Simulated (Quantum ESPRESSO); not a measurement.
Crystal: As.

```
As
1.0
     2.70368    0.00000    0.00000
     0.00000    2.70368    0.00000
     0.00000    0.00000    2.70368
As
1
Direct
  0.50000 0.50000 0.50000
```

This isn't the form of As at room conditions, which is rhombohedral.

```yaml
Program: Quantum ESPRESSO 7.5
Task: relaxation of cell and atoms
Functional: PBEsol
Dispersion: D3
Potentials_or_basis: GBRV 1.5 PBEsol
Cutoff: 612 eV
Density_cutoff: 4898 eV
k_mesh: 10 × 10 × 10
Occupations: fermi-dirac, width 0.05 eV
Spin: no spin polarisation
```

At the start: pressure -2.0 GPa; volume 19.76 Å³/atom.

Q: How do energy, volume and symmetry change on relaxing?

A: Over 3 steps the energy falls by 2.6 meV/atom and the volume is 19.33 Å³/atom (-2.2 %); space group Pm-3m (No. 221, to 0.05 Å).

Step by step:
| step | energy change (eV) | largest force (eV/Å) | pressure (GPa) | volume (Å³) |
| --- | --- | --- | --- | --- |
| 1 | 0.0000 | 0.0000 | -1.96 | 19.76 |
| 2 | -0.0019 | 0.0000 | -1.05 | 19.56 |
| 3 | -0.0026 | 0.0000 | 0.03 | 19.33 |

Final structure:
```cif
data_structure
_symmetry_space_group_name_H-M 'P 1'
_symmetry_Int_Tables_number 1
_cell_length_a 2.6838
_cell_length_b 2.6838
_cell_length_c 2.6838
_cell_angle_alpha 90.000
_cell_angle_beta 90.000
_cell_angle_gamma 90.000
_cell_volume 19.33
loop_
_atom_site_label
_atom_site_type_symbol
_atom_site_fract_x
_atom_site_fract_y
_atom_site_fract_z
_atom_site_occupancy
As1 As 0.50000 0.50000 0.50000 1
```

Caveat: pairwise dispersion overbinds metals, which lowers pressure and volume.
